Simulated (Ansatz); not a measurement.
A trial cell of PbSe, before relaxation:

```
CELL_PARAMETERS angstrom
4.99696 0.00000 0.00000
0.00000 4.99696 0.00000
0.00000 0.00000 7.06677
ATOMIC_POSITIONS crystal
Pb 0.50000 0.00000 0.75000
Pb 0.00000 0.50000 0.25000
Se 0.00000 0.00000 0.00000
Se 0.50000 0.50000 0.00000
```

These are results of DFT PBE, scalar-relativistic, plane waves, PAW in Ansatz, not measurements. Cutoff 420 eV, Gaussian smearing, Γ-centred meshes. Cell and atoms relax first on a coarse mesh and then on a converged one. In between, the cell is made exact in the group found at 0.06 Å. The steps can't lower the symmetry of their start. No spin polarisation.

A guess keeps its type if space group and coordination stay and the shape of the cell changes little (axis ratios within about 15 %, angles within 6°); the volume may change.

Task: Does it keep its structure type, or change into something else?

Result: It doesn't keep its type. The symmetry stays P4/nmm (No. 129). The volume per atom shrinks by 31.5 %, from 44.1 to 30.2 Å³. The shortest distance goes from 3.06 Å (Pb–Se) to 2.99 Å (Pb–Se). The ratio c/a of the conventional cell changes by a factor of 0.56. Counting neighbours within 15 % of an atom's shortest distance, the start has Pb 4, Se 4 and the end Pb 4, Se 4. In detail, at the end Pb is surrounded by 4 Se at 2.99 Å; around Se lie 4 Pb at 2.99 Å.

```cif
data_structure
_symmetry_space_group_name_H-M 'P4/nmm:1'
_symmetry_Int_Tables_number 129
_cell_length_a 5.3515
_cell_length_b 5.3515
_cell_length_c 4.2233
_cell_angle_alpha 90.000
_cell_angle_beta 90.000
_cell_angle_gamma 90.000
_cell_volume 120.95
loop_
_atom_site_label
_atom_site_type_symbol
_atom_site_symmetry_multiplicity
_atom_site_Wyckoff_symbol
_atom_site_fract_x
_atom_site_fract_y
_atom_site_fract_z
_atom_site_occupancy
Pb1 Pb 2 c 0.50000 0.00000 0.68224 1
Se1 Se 2 a 0.00000 0.00000 0.00000 1
```

Energies over the elements count from the elements' standard structures at the same level, with no fitted energy shifts.

Task: At what energy does it end?

Result: −0.394 eV/atom. Whether it is stable depends on the other phases of the system, which aren't compared here.

The last run used an 8×8×8 mesh for its 4-atom cell and Gaussian smearing of 0.02 eV. No dispersion correction is applied, so the spacing and binding between layers, chains or molecules are poorly described. Spin–orbit coupling, which can matter for Pb, is left out. The reference form of Se is held partly by dispersion forces, which this level lacks. A structure relaxed within its symmetry needn't be a true minimum.
